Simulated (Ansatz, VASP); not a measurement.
**Two plane-wave programs on HgSe**

```
Hg Se
1.0
     0.00000    3.13013    3.13013
     3.13013    0.00000    3.13013
     3.13013    3.13013    0.00000
Hg Se
1 1
Direct
  0.00000 0.00000 0.00000
  0.25000 0.25000 0.25000
```

Alike in both runs: functional PBE; k mesh 12 × 12 × 12; occupations gaussian, width 0.1 eV; no spin polarisation.

Ansatz relaxed the structure, and its values are those at the end. VASP's run is a single point on that final structure, the one shown.

```csv
,VASP,Ansatz
version,VASP 6.6.1,Ansatz 0.2.0
potentials or method,"VASP PAW PBE potentials, release 64 (Hg, Se)","scalar-relativistic, plane waves, PAW"
plane-wave cutoff (eV),520,420
valence electrons in the cell,18,36
```

Ansatz gave:

- gap on the k mesh at the Fermi level (eV): none
- pressure (GPa): 0.0

Problem. Which values does VASP return?

Solution. gap on the k mesh at the Fermi level (eV): none; pressure (GPa): 0.2.

A gap of «none» marks a metal or a gap that the smearing closes. With one functional, cell and mesh, what is left measures potentials, basis and numerics. The two sets of potentials don't hold the same shells in valence.

The runs have no spin-orbit coupling, so splittings on Hg are missing.
